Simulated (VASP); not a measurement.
A run of VASP 6.6.1 is set up as follows.

Contents of INCAR:

```
PREC = Accurate
ENCUT = 520
EDIFF = 1E-6
ISMEAR = 0
SIGMA = 0.02
LREAL = False
LASPH = True
NELM = 100
ALGO = Normal
ISIF = 2
LWAVE = False
LCHARG = False
GGA = PS
NBANDS = 14
```

File KPOINTS:

```
regular mesh
0
Gamma
  8 8 8
```

Contents of POSCAR:

```
NaCl
1.0
    0.0000000000      2.8317500000      2.8317500000
    2.8317500000      0.0000000000      2.8317500000
    2.8317500000      2.8317500000      0.0000000000
Na Cl
1 1
Direct
    0.0000000000      0.0000000000      0.0000000000
    0.5397280833      0.5397280833      0.4602719167
```

Potentials or basis: VASP PAW PBE potentials, release 64 (Na_pv, Cl).

The run is started by

```sh
$ cat potpaw_PBE.64/Na_pv/POTCAR potpaw_PBE.64/Cl/POTCAR > POTCAR
$ mpirun -np 1 vasp_std > vasp.out
```

Estimate the band gap on the k mesh.

4.90 eV, direct.

Predict the pressure.

-0.2 GPa.

Predict the largest force.

0.344 eV/Å.

Stress tensor (GPa, compression positive):
```
-0.87  0.00  0.00
 0.00 -0.87  0.00
 0.00  0.00  1.06
```

Caveat: the PAW data sets were made with another functional, which shifts forces and pressure a little. A k mesh can miss the band edges.
